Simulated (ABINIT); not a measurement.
Runs of ABINIT 10.8.3 (patched build) on BaTiO3. The structure is trigonal, space group R3m (No. 160). Conventional cell: a = 5.655 Å, b = 5.655 Å, c = 6.955 Å, α = 90.00°, β = 90.00°, γ = 120.00°. Ba (site symmetry 3m) has 12 O at 2.79 to 2.89 Å as nearest neighbours. Around Ti (site symmetry 3m) lie 6 O at 1.87 to 2.14 Å. O (site symmetry m) has 2 Ti at 1.87 to 2.14 Å as nearest neighbours. 

```csv
task,level,potentials or basis,cell,k mesh,cutoff (eV),fine-grid cutoff,cell freedom (optcell),cutoff smearing ecutsm (Ha),optimiser (ionmov),force stop (Ha/bohr),gap on the mesh (eV),pressure (GPa),largest force (eV/Å)
band structure,r2SCAN,JTH PAW PBE v2.0,as given,6 × 6 × 6,762,1360.57 eV,-,-,-,-,(b),3.3,0.16
single point,PBE,JTH PAW PBE v2.0,"atoms moved at random, drawn with an rms of 0.05 Å",7 × 7 × 7,626,1224.51 eV,-,-,-,-,2.58,6.6,0.58
band structure,PBEsol,JTH PAW PBE v2.0,as given,7 × 7 × 7,626,1224.51 eV,-,-,-,-,2.41,0.2,0.15
band structure,LDA,JTH PAW LDA v2.0,as given,7 × 7 × 7,626,1224.51 eV,-,-,-,-,(c),-4.8,0.15
relaxation of cell and atoms,LDA,JTH PAW LDA v2.0,relaxed,6 × 6 × 6,626,1224.51 eV,2,0.5,2,0.0005,2.19,-0.1,0.02
single point,PBE,JTH PAW PBE v2.0,as given,7 × 7 × 7,626,1224.51 eV,-,-,-,-,(d),(a),0.19
```

Alike in all rows: no spin polarisation; smearing fermi-dirac 0.05 eV.

**Question.** Fill in the values left out.

**Answer.** (a) 6.3; (b) 2.77; (c) 2.38; (d) 2.46.

Caveats: this set's barium file shifts pressures by 1.5 GPa and gaps by 0.1 eV against other sets; spin-orbit coupling is left out, which moves the levels of the heavy elements; the atomic spheres overlap; the PAW data sets were made with another functional, which shifts forces and pressure a little (some runs); an odd mesh through Γ misses points on the zone boundary, where band edges often lie (some runs).

A k mesh can miss the band edges, and the runs leave out spin-orbit coupling on Ba.
